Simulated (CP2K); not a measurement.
# PtS2 (P-3m1) in CP2K: a series of runs, part 2 of 2

CP2K 2026.2. Earlier steps stand in the parts before.

## (3) Single point, PBE

Contents of pts2_scf.inp:

```
&GLOBAL
  PROJECT pts2_scf
  RUN_TYPE ENERGY_FORCE
  PRINT_LEVEL LOW
&END GLOBAL
&FORCE_EVAL
  METHOD QS
  STRESS_TENSOR ANALYTICAL
  &DFT
    BASIS_SET_FILE_NAME BASIS_MOLOPT_UZH
    POTENTIAL_FILE_NAME POTENTIAL_UZH
    &MGRID
      CUTOFF 450
      REL_CUTOFF 60
      NGRIDS 5
    &END MGRID
    &QS
      METHOD GPW
      EPS_DEFAULT 1.0E-10
    &END QS
    &KPOINTS
      SCHEME MONKHORST-PACK 9 9 5
      GAMMA_CENTERED T
      SYMMETRY T
      SYMMETRY_BACKEND SPGLIB
    &END KPOINTS
    &SCF
      SCF_GUESS ATOMIC
      EPS_SCF 1.0E-6
      MAX_SCF 100
      ADDED_MOS 15
      CHOLESKY OFF
      EPS_EIGVAL 1.0E-7
      &DIAGONALIZATION ON
        ALGORITHM STANDARD
      &END DIAGONALIZATION
      &MIXING ON
        METHOD BROYDEN_MIXING
        ALPHA 0.4
        BETA 1.5
        NBUFFER 8
      &END MIXING
      &SMEAR ON
        METHOD GAUSSIAN
        SIGMA [eV] 0.03
      &END SMEAR
    &END SCF
    &XC
      &XC_FUNCTIONAL PBE
      &END XC_FUNCTIONAL
    &END XC
    &PRINT
      &KPOINTS ON
      &END KPOINTS
      &MULLIKEN ON
      &END MULLIKEN
      &MO ON
        ENERGIES T
        OCCUPATION_NUMBERS T
        &EACH
          QS_SCF 0
        &END EACH
        ADD_LAST NUMERIC
      &END MO
      &LOWDIN ON
      &END LOWDIN
      &HIRSHFELD ON
        SHAPE_FUNCTION DENSITY
      &END HIRSHFELD
      &E_DENSITY_CUBE ON
        STRIDE 1
      &END E_DENSITY_CUBE
      &V_HARTREE_CUBE ON
        STRIDE 1
      &END V_HARTREE_CUBE
      &ELF_CUBE ON
        STRIDE 1
      &END ELF_CUBE
    &END PRINT
  &END DFT
  &SUBSYS
    &CELL
      A 3.5432000000 0.0000000000 0.0000000000
      B -1.7716000000 3.0685012107 0.0000000000
      C 0.0000000000 0.0000000000 5.0388000000
      PERIODIC XYZ
    &END CELL
    &COORD
      SCALED
      Pt  0.0000000000 0.0000000000 0.0000000000
      S   0.6666666667 0.3333333333 0.7730000000
      S   0.3333333333 0.6666666667 0.2270000000
    &END COORD
    &KIND Pt
      BASIS_SET TZVP-MOLOPT-PBE-GTH-q18
      POTENTIAL GTH-PBE-q18
    &END KIND
    &KIND S
      BASIS_SET TZVP-MOLOPT-PBE-GTH-q6
      POTENTIAL GTH-PBE-q6
    &END KIND
    &PRINT
      &ATOMIC_COORDINATES ON
      &END ATOMIC_COORDINATES
      &CELL ON
      &END CELL
    &END PRINT
  &END SUBSYS
  &PRINT
    &FORCES ON
    &END FORCES
    &STRESS_TENSOR ON
    &END STRESS_TENSOR
  &END PRINT
&END FORCE_EVAL
```

Potentials or basis: POTENTIAL_UZH Pt GTH-PBE-q18, S GTH-PBE-q6; TZVP-MOLOPT-PBE-GTH basis.

The run is started by

```console
> OMP_NUM_THREADS=1 cp2k.psmp -i pts2_scf.inp -o pts2_scf.out
```

pts2_scf.out:

```text

 CP2K| version string:                                       CP2K version 2026.2
 CP2K| Input file name                                              pts2_scf.inp

 GLOBAL| Force Environment number                                              1
 GLOBAL| Basis set file name                                    BASIS_MOLOPT_UZH
 GLOBAL| Potential file name                                       POTENTIAL_UZH
 GLOBAL| MM Potential file name                                     MM_POTENTIAL
 GLOBAL| Coordinate file name                                      __STD_INPUT__
 GLOBAL| Method name                                                        CP2K
 GLOBAL| Project name                                                   pts2_scf
 GLOBAL| Run type                                                   ENERGY_FORCE
 GLOBAL| FFT library                                                       FFTW3
 GLOBAL| Diagonalization library                                       ScaLAPACK
 GLOBAL| Cholesky decomposition library                                ScaLAPACK
 GLOBAL| DGEMM library                                                      BLAS
 GLOBAL| Direct generalized diagonalization requested                          F
 GLOBAL| Matrix multiplication library                                 ScaLAPACK
 GLOBAL| Global print level                                                  LOW
 GLOBAL| Total number of message passing processes                             1
 GLOBAL| Number of threads for this process                                    1
 GLOBAL| CPU model name                                                  UNKNOWN

 CELL| Volume [angstrom^3]:                                            54.783413
 CELL| Vector a [angstrom]:       3.543     0.000     0.000   |a| =     3.543200
 CELL| Vector b [angstrom]:      -1.772     3.069     0.000   |b| =     3.543200
 CELL| Vector c [angstrom]:       0.000     0.000     5.039   |c| =     5.038800
 CELL| Angle (b,c), alpha [degree]:                                    90.000000
 CELL| Angle (a,c), beta  [degree]:                                    90.000000
 CELL| Angle (a,b), gamma [degree]:                                   120.000000
 CELL| Numerically orthorhombic:                                              NO
 CELL| Periodicity                                                           XYZ

 CELL_REF| Volume [angstrom^3]:                                        54.783413
 CELL_REF| Vector a [angstrom     3.543     0.000     0.000   |a| =     3.543200
 CELL_REF| Vector b [angstrom    -1.772     3.069     0.000   |b| =     3.543200
 CELL_REF| Vector c [angstrom     0.000     0.000     5.039   |c| =     5.038800
 CELL_REF| Angle (b,c), alpha [degree]:                                90.000000
 CELL_REF| Angle (a,c), beta  [degree]:                                90.000000
 CELL_REF| Angle (a,b), gamma [degree]:                               120.000000
 CELL_REF| Numerically orthorhombic:                                          NO
 CELL_REF| Periodicity                                                       XYZ

[... 9 lines left out ...]

  Total number of            - Atomic kinds:                                   2
                             - Atoms:                                          3
                             - Shell sets:                                     3
                             - Shells:                                        25
                             - Primitive Cartesian functions:                 14
                             - Cartesian basis functions:                     77
                             - Spherical basis functions:                     69

  Maximum angular momentum of- Orbital basis functions:                        3
                             - Local part of the GTH pseudopotential:          2
                             - Non-local part of the GTH pseudopotential:      5

 MODULE QUICKSTEP: ATOMIC COORDINATES IN ANGSTROM

   Atom Kind Element         X             Y             Z       Z(eff)     Mass
      1    1 Pt   78      0.000000      0.000000      0.000000  18.0000 195.0840
[... 100 lines left out ...]
     6 Broy./Diag. 0.40E+00    1.7     0.00308906      -140.6701651198  6.14E-03
     7 Broy./Diag. 0.40E+00    1.7     0.00055626      -140.6646180469  5.55E-03
     8 Broy./Diag. 0.40E+00    1.7     0.00094862      -140.6678958327 -3.28E-03
     9 Broy./Diag. 0.40E+00    1.7     0.00028656      -140.6689542027 -1.06E-03
    10 Broy./Diag. 0.40E+00    1.7     0.00015966      -140.6681446529  8.10E-04
    11 Broy./Diag. 0.40E+00    1.6     0.00002648      -140.6671373584  1.01E-03
    12 Broy./Diag. 0.40E+00    1.6     0.00000252      -140.6668945621  2.43E-04
    13 Broy./Diag. 0.40E+00    1.6     0.00000473      -140.6668967999 -2.24E-06
    14 Broy./Diag. 0.40E+00    1.6     0.00000039      -140.6669050108 -8.21E-06

  *** SCF run converged in    14 steps ***

  Electronic density on regular grids:        -29.9999999992        0.0000000008
  Core density on regular grids:               29.9999999976       -0.0000000024
  Total charge density on r-space grids:       -0.0000000016
  Total charge density g-space grids:          -0.0000000016

  Overlap energy of the core charge distribution:               0.00000000175887
  Self energy of the core charge distribution:               -231.05619992892213
  Core Hamiltonian energy:                                     51.48658321300985
  Hartree energy:                                              55.19057186105947
  Exchange-correlation energy:                                -16.28786015771381
  Smearing free energy correction:                             -0.00000000000000
  Fermi energy:                                                 0.30607679271496

  Total energy:                                              -140.66690501080774
  Total energy (extrapolated to sigma->0):                   -140.66690501080774

 MO| EIGENVALUES AND OCCUPATION NUMBERS FOR K POINT 1
 MO|
 MO|  Index      Eigenvalue [a.u.]        Eigenvalue [eV]             Occupation
 MO|      1              -3.356934             -91.346833               2.000000
 MO|      2              -1.695023             -46.123916               2.000000
 MO|      3              -1.694484             -46.109253               2.000000
 MO|      4              -1.685899             -45.875650               2.000000
 MO|      5              -0.206205              -5.611118               2.000000
 MO|      6              -0.191144              -5.201300               2.000000
[... 503 lines left out ...]
 MO|     29               0.917514              24.966824               0.000000
 MO|     30               1.078184              29.338884               0.000000
 MO| Sum:                                                              30.000000
 MO| E(Fermi):            0.306077 a.u.          8.328773 eV
 MO| Band gap:            0.122092 a.u.          3.322305 eV

 [... the levels of further k-points ...]

 The electron density is written in Cube    file format to the file:

 pts2_scf-ELECTRON_DENSITY-1_0.cube

 !-----------------------------------------------------------------------------!
                     Mulliken Population Analysis

 #  Atom  Element  Kind  Atomic population                           Net charge
       1     Pt       1         18.091310                             -0.091310
       2     S        2          5.954345                              0.045655
       3     S        2          5.954345                              0.045655
 # Total charge                             30.000000                  0.000000

 !-----------------------------------------------------------------------------!

 !-----------------------------------------------------------------------------!
                           Hirshfeld Charges

  #Atom  Element  Kind  Ref Charge     Population                    Net charge
      1       Pt     1      18.000         17.791                         0.209
      2       S      2       6.000          6.104                        -0.104
      3       S      2       6.000          6.104                        -0.104

  Total Charge                                                           -0.000
 !-----------------------------------------------------------------------------!

 LOWDIN POPULATION ANALYSIS

 #  Atom  Element  Kind  Atomic population                           Net charge
       1     Pt       1         19.933450                             -1.933450
       2     S        2          5.033275                              0.966725
       3     S        2          5.033275                              0.966725
 # Total charge                             30.000000                 -0.000000

               ----- ELF is computed on the real space grid -----

 ELF is written in Cube    file format to the file:

 pts2_scf-ELF_S1-1_0.cube

 ENERGY| Total FORCE_EVAL ( QS ) energy [hartree]           -140.666908682824499

 FORCES| Atomic forces [hartree/bohr]
 FORCES|   Atom     x               y               z               |f|
 FORCES|      1 -2.32071238E-09  5.14199062E-09 -1.36046856E-09   5.80315846E-09
 FORCES|      2 -3.20119362E-09 -2.07556348E-09 -2.76006149E-02   2.76006149E-02
 FORCES|      3  5.52146070E-09 -3.06541792E-09  2.76006162E-02   2.76006162E-02
 FORCES| Sum    -4.45301363E-13  1.00920959E-12  2.88616353E-13
 FORCES| Total atomic force                                       1.14021783E-12

 STRESS| Analytical stress tensor [bar]
 STRESS|                        x                   y                   z
 STRESS|      x        1.27911766840E+05  -4.90409172488E-01   1.54948310444E-02
 STRESS|      y       -4.90409172488E-01   1.27911079899E+05  -1.14133913965E-02
 STRESS|      z        1.54948310444E-02  -1.14133913965E-02   1.15003109669E+05
 STRESS| 1/3 Trace                                             1.23608652136E+05
 STRESS| Determinant                                           1.88160408455E+15

 STRESS| Eigenvectors and eigenvalues of the analytical stress tensor [bar]
 STRESS|                        1                   2                   3
 STRESS| Eigenvalues   1.15003109669E+05   1.27910824643E+05   1.27912022095E+05
 STRESS|      x          -0.000001200311      0.461698886375      0.887036717571
 STRESS|      y           0.000000884167      0.887036717571     -0.461698886374
 STRESS|      z           0.999999999999     -0.000000230107      0.000001472939
```

It took 31 s on 1 thread of Arm Neoverse V2, shared host; peak memory 0.3 GiB.

Results:

- Free energy: -3827.7412 eV
- Pressure: 12.4 GPa
- Largest force: 1.419 eV/Å
- Band gap on the k mesh: 1.03 eV, indirect (least direct gap 1.08 eV)
- Mulliken charges: Pt -0.09; S +0.05 e
- Hirshfeld charges: Pt +0.21; S -0.10 e

Forces on the atoms (eV/Å):
```
Pt   0.000  0.000  0.000
S    0.000  0.000 -1.419
S    0.000  0.000  1.419
```

Stress tensor (GPa, compression positive):
```
12.79  0.00  0.00
 0.00 12.79  0.00
 0.00  0.00 11.50
```

Caveat: Mulliken charges move with the basis; spin-orbit coupling is left out, which moves the levels of the heavy elements; an odd mesh through Γ misses points on the zone boundary, where band edges often lie; the basis of atomic orbitals isn't converged, which shifts pressures, moduli and gaps; forces of over 1 eV/Å show positions far from the minimum, so gaps and moduli don't describe the material at rest.
